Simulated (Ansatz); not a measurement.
CH4 on the (001) surface of Zr, space group P6_3/mmc (No. 194) (top face towards +c; held atoms: 1, 2, 3, 4, 5, 6, 7, 8), one molecule per 36.2 Å². Starting structure (random tilt, lowest atom H over a hollow Zr-Zr-Zr site; the molecule's atoms stand last):

```xyz
21
Lattice="6.4673 0.0000 0.0000 -3.2336 5.6008 0.0000 0.0000 0.0000 27.4179" Properties=species:S:1:pos:R:3 pbc="T T T"
Zr    1.6168    0.9335    8.0000
Zr    0.0000    3.7339    8.0000
Zr    4.8504    0.9335    8.0000
Zr    3.2336    3.7339    8.0000
Zr    0.0000    1.8669   10.5837
Zr   -1.6168    4.6673   10.5837
Zr    3.2336    1.8669   10.5837
Zr    1.6168    4.6673   10.5837
Zr    1.6168    0.9335   13.2459
Zr    0.0000    3.7339   13.2459
Zr    4.8504    0.9335   13.2459
Zr    3.2336    3.7339   13.2459
Zr    0.0000    1.8669   15.6770
Zr   -1.6168    4.6673   15.6770
Zr    3.2336    1.8669   15.6770
Zr    1.6168    4.6673   15.6770
C     0.9123    3.7637   18.7876
H     1.6223    4.5099   18.3756
H     0.6364    4.0485   19.8237
H     0.0000    3.7339   18.1570
H     1.3903    2.7626   18.7940
```

Level of theory: Ansatz 0.2.0, DFT PBE, scalar-relativistic, plane waves, PAW. Plane waves to 420 eV, a k mesh through Γ of 4×4×1 on the computed 21-atom cell and Gaussian smearing (0.10 eV); no spin polarisation. A dipole correction removes the field between periodic images along c.

E_ads is per molecule, from the clean relaxed slab and the free relaxed molecule; negative means bound; no zero-point or thermal terms, forces under 0.04 eV/Å, and the free molecule is spin-polarised where open-shell. Heights count from the highest slab atom.

Question: What does it relax to?

Answer: E_ads = -0.02 eV; the molecule stays whole. Final structure after 12 steps:

```
Zr C H
1.0
     6.46725    0.00000    0.00000
    -3.23363    5.60080    0.00000
     0.00000    0.00000   27.41794
Zr C H
16 1 4
Cartesian
  1.6168 0.9335 8.0000
  0.0000 3.7339 8.0000
  4.8504 0.9335 8.0000
  3.2336 3.7339 8.0000
  0.0000 1.8669 10.5837
  -1.6168 4.6673 10.5837
  3.2336 1.8669 10.5837
  1.6168 4.6673 10.5837
  1.6161 0.9341 13.2505
  0.0002 3.7342 13.2525
  4.8491 0.9331 13.2522
  3.2314 3.7335 13.2526
  -0.0012 1.8655 15.6846
  -1.6188 4.6685 15.6806
  3.2332 1.8660 15.6839
  1.6148 4.6675 15.6917
  1.2062 3.9601 20.2107
  2.0285 4.5461 19.7843
  0.9460 4.3605 21.1968
  0.3341 4.0212 19.5493
  1.5167 2.9142 20.3086
```

Each end is the local minimum that its start leads to. This functional has no dispersion correction, so weak binding is underestimated.